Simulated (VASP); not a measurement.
Crystal: HgSe.

```
Hg Se
1.0
     0.00000    3.03900    3.03900
     3.03900    0.00000    3.03900
     3.03900    3.03900    0.00000
Hg Se
1 1
Direct
  0.00000 0.00000 0.00000
  0.25000 0.25000 0.25000
```

* Program: VASP 6.6.1
* Task: relaxation of cell and atoms
* Functional: PBE
* Potentials or basis: VASP PAW PBE potentials, release 64 (Hg, Se)
* Cutoff: 600 eV
* k mesh: 12 × 12 × 12
* Occupations: gaussian, width 0.1 eV
* Spin: no spin polarisation

At the start: pressure 5.0 GPa; volume 28.07 Å³/atom.

How do energy, volume and symmetry change on relaxing?

Over 3 steps the energy falls by 39.2 meV/atom and the volume is 30.79 Å³/atom (+9.7 %); space group F-43m (No. 216, to 0.05 Å).

The path:
| step | energy change (eV) | largest force (eV/Å) | pressure (GPa) | volume (Å³) |
| --- | --- | --- | --- | --- |
| 1 | 0.0000 | 0.0000 | 5.04 | 56.13 |
| 2 | -0.0704 | 0.0000 | -1.26 | 63.61 |
| 3 | -0.0785 | 0.0000 | 0.02 | 61.59 |

Final structure:
```xyz
2
Lattice="0.0000 3.1344 3.1344 3.1344 0.0000 3.1344 3.1344 3.1344 0.0000" Properties=species:S:1:pos:R:3 pbc="T T T"
Hg    0.0000    0.0000    0.0000
Se    1.5672    1.5672    1.5672
```
